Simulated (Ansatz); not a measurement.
**LiH: straining the crystal, a stretch of c alone**

One table from this session's results is given with a row withheld; the runs are named, their logs left out.

Program: Ansatz 0.2.0. Level of theory: DFT PBEsol, scalar-relativistic, plane waves, PAW. These are calculated values, not measurements.

### The system as given

The structure is cubic, space group Fm-3m (No. 225). Conventional cell: a = 4.017 Å, b = 4.017 Å, c = 4.017 Å, α = 90.00°, β = 90.00°, γ = 90.00°. Li (site symmetry m-3m) has 6 H at 2.01 Å as nearest neighbours. Around H (site symmetry m-3m) lie 6 Li at 2.01 Å.

Structure file:

```cif
data_structure
_symmetry_space_group_name_H-M 'P 1'
_symmetry_Int_Tables_number 1
_cell_length_a 2.8406
_cell_length_b 2.8406
_cell_length_c 2.8406
_cell_angle_alpha 60.000
_cell_angle_beta 60.000
_cell_angle_gamma 60.000
_cell_volume 16.21
loop_
_atom_site_label
_atom_site_type_symbol
_atom_site_fract_x
_atom_site_fract_y
_atom_site_fract_z
_atom_site_occupancy
Li1 Li 0.00000 0.00000 0.00000 1
H1 H 0.50000 0.50000 0.50000 1
```

The structure comes from the Materials Project (structure only).

The first run:

(A quick probe on a coarse mesh, which set the mesh and smearing, is not shown.)

input.yaml

```yaml
crystal:
  lattice:
    - [0.0, 2.0086193919, 2.0086193919]
    - [2.0086193919, 0.0, 2.0086193919]
    - [2.0086193919, 2.0086193919, 0.0]
  atoms:
    - { symbol: Li, position: [0.0, 0.0, 0.0] }
    - { symbol: H, position: [0.5, 0.5, 0.5] }
basis:
  ecutwfc: 420
kpoints:
  mp_grid: { grid: [10, 10, 10] }
hamiltonian:
  xc: pbesol
scf:
  occupations: { method: gaussian, width: 0.02 }
output:
  forces: true
  stress: true
  eigenvalues: true
relax:
  adjacent_minimum: "off"
  f_tol: 0.005
  max_steps: 80
  cell: { stress_tol: 0.05 }
```

Started as:

```bash
> ansatz run input.yaml --threads 1 --pin off --max-ram 1331MiB --backend cpu --events-out ev --progress --plain --runs-dir out
```

Among the steps run: Relaxing cell and atoms; The unstrained reference; The gap over the whole zone; At -1.0 %; Band edges over the zone at -1.0 %; At +1.0 %; Band edges over the zone at +1.0 %; Strain -2.0 %; The gap over the whole zone at -2.0 %; Strain +2.0 %; The gap over the whole zone at +2.0 %; Strain -3.0 %; Seeking the band edges at -3.0 %; Strain +3.0 %; The gap over the whole zone at +3.0 %.

One table of the session follows, with a row left open; its other results are not shown here.

It belongs to the step «Energy, stress and gap against strain». Lengths are those of the vectors of the cell that was run; stresses in GPa:

| strain (%) | ΔE (meV/atom) | c (Å) | gap (eV) |
| --- | --- | --- | --- |
| -3.0 | 2.2 | 3.861 | 2.40 |
| -2.0 | 0.9 | 3.900 | 2.51 |
| -1.0 | ? | ? | ? |
| +0.0 | 0.0 | 3.980 | 2.73 |
| +1.0 | 0.2 | 4.020 | 2.62 |
| +2.0 | 0.8 | 4.060 | 2.52 |
| +3.0 | 1.8 | 4.099 | 2.42 |

**Question.** Estimate the row for strain (%) = -1.0.

Worked estimate for «ΔE (meV/atom)». A straight line through the neighbours (-2.0, 0.9) and (0.0, 0.0) gives 0.9 + (0.0 − 0.9) × (-1.0 + 2.0) / (0.0 + 2.0) = 0.5; a parabola fitted to 4 rows on both sides gives 0.2.

As computed: ΔE (meV/atom): 0.2; c (Å): 3.940; gap (eV): 2.62. In «ΔE (meV/atom)» the line misses by +0.3 and the parabola by 0.0.

ΔE is over the unstrained cell. Stress in GPa, positive in compression, on the Cartesian axes of the input. Gaps are Kohn-Sham gaps over the whole zone.

To keep in mind: The gap runs from 2.40 eV at -3.0 % through 2.73 to 2.42 eV at +3.0 %.
